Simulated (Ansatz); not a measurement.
BeO (wurtzite, space group No. 186), LDA in the plane-wave PAW code Ansatz, all energies at zero smearing, with the estimated change up to a 700 eV cutoff added, with one set of potentials and settings (totals compare only within such a set). Cell of 4 atoms (2 Be, 2 O): -1293.543 eV.

```
element                            reference phase  E (eV/atom)
-------  -----------------------------------------  -----------
Be                   P6_3/mmc, 2 atoms in the cell     -88.2330
O        C2/m, 4 atoms in the cell, spin-polarised    -552.6518
```

Formation energy per atom, worked out: (-1293.543 − 2×(-88.2330) − 2×(-552.6518))/4 = -2.943 eV/atom (-284 kJ per mol of atoms), at 0 K, without zero-point energy or fitted corrections.

Space group P6_3mc (wurtzite). Symmetry was held in the LDA relaxation; phonons on a q-mesh show no instability. The references are the lowest solids computed at this level, not always the standard phases (solids in place of the gases).

Potentials: the later of the program's two PAW sets.
